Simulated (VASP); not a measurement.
## A VASP 6.6.1 single-point calculation on BeS

INCAR

```
IBRION = -1
LCHARG = .FALSE.
METAGGA = R2SCAN
NELM = 55
EDIFF = 1E-7
ISPIN = 2
LWAVE = .FALSE.
LREAL = .FALSE.
ALGO = Normal
SIGMA = 0.01
NSW = 0
PREC = Accurate
NELECT = 8.1
ENCUT = 520
MAGMOM = -2 2
ISIF = 2
NBANDS = 11
ISYM = -1
ISMEAR = 0
LASPH = .TRUE.
```

KPOINTS

```
KPOINTS created by Atomic Simulation Environment
0
Gamma
4 4 4
0 0 0
```

POSCAR

```
Be S
 1.0000000000000000
     0.0000000000000000    2.3951139000000001    2.3951139000000001
     2.3951139000000001    0.0000000000000000    2.3951139000000001
     2.3951139000000001    2.3951139000000001    0.0000000000000000
 Be  S
   1   1
Cartesian
  0.0000000000000000  0.0000000000000000  0.0000000000000000
  1.1975569500000001  1.1975569500000001  1.1975569500000001
```

The recommended PBE PAW datasets give the neutral cell 8 valence electrons.

Command

```
mpirun -np 1 vasp_std
```

OSZICAR

```
N       E                     dE             d eps       ncg     rms          rms(c)
DAV:   1     0.179000232621E+02    0.17900E+02   -0.40808E+03  2832   0.649E+02
DAV:   2    -0.133200252286E+02   -0.31220E+02   -0.29866E+02  3809   0.123E+02
DAV:   3    -0.144866419515E+02   -0.11666E+01   -0.11646E+01  3614   0.237E+01
DAV:   4    -0.144927155664E+02   -0.60736E-02   -0.60711E-02  3447   0.200E+00
DAV:   5    -0.144927622184E+02   -0.46652E-04   -0.46650E-04  3606   0.172E-01    0.816E+00
DAV:   6    -0.138767428606E+02    0.61602E+00   -0.37686E+00  3672   0.106E+01    0.559E+00
DAV:   7    -0.139207128128E+02   -0.43970E-01   -0.42429E-01  3489   0.410E+00    0.367E+00
DAV:   8    -0.139153856291E+02    0.53272E-02   -0.59482E-02  3191   0.179E+00    0.960E-01
DAV:   9    -0.139209730992E+02   -0.55875E-02   -0.17646E-02  3477   0.763E-01    0.258E-01
DAV:  10    -0.139216973346E+02   -0.72424E-03   -0.27691E-03  3308   0.288E-01    0.117E-01
DAV:  11    -0.139217759792E+02   -0.78645E-04   -0.84732E-04  3601   0.168E-01    0.562E-02
DAV:  12    -0.139218215007E+02   -0.45522E-04   -0.11217E-04  3116   0.823E-02    0.541E-02
DAV:  13    -0.139218251314E+02   -0.36307E-05   -0.11632E-05  3332   0.273E-02    0.168E-02
DAV:  14    -0.139218262251E+02   -0.10937E-05   -0.35868E-06  3172   0.161E-02    0.484E-03
DAV:  15    -0.139218264338E+02   -0.20866E-06   -0.36616E-07  3239   0.645E-03    0.243E-03
DAV:  16    -0.139218265436E+02   -0.10978E-06   -0.72335E-08  2262   0.203E-03    0.480E-04
DAV:  17    -0.139218265315E+02    0.12053E-07   -0.18289E-08  1450   0.947E-04
   1 F= -.13921827E+02 E0= -.13921782E+02  d E =-.882622E-04  mag=    -0.0058
```

It converged. Results: pressure 11.1 GPa; magnetic moment of the cell -0.01 μB.

The cell is charged and sits in a uniform background.

For comparison, a separate r²SCAN run of the intended cell, on usual settings and not on those above, gives a gap of 3.49 eV on its mesh and a pressure of 5.5 GPa.

The run above took about 3.3 min on one core of a shared host (Intel Xeon Platinum 8488C) and held 0.19 GiB at most.
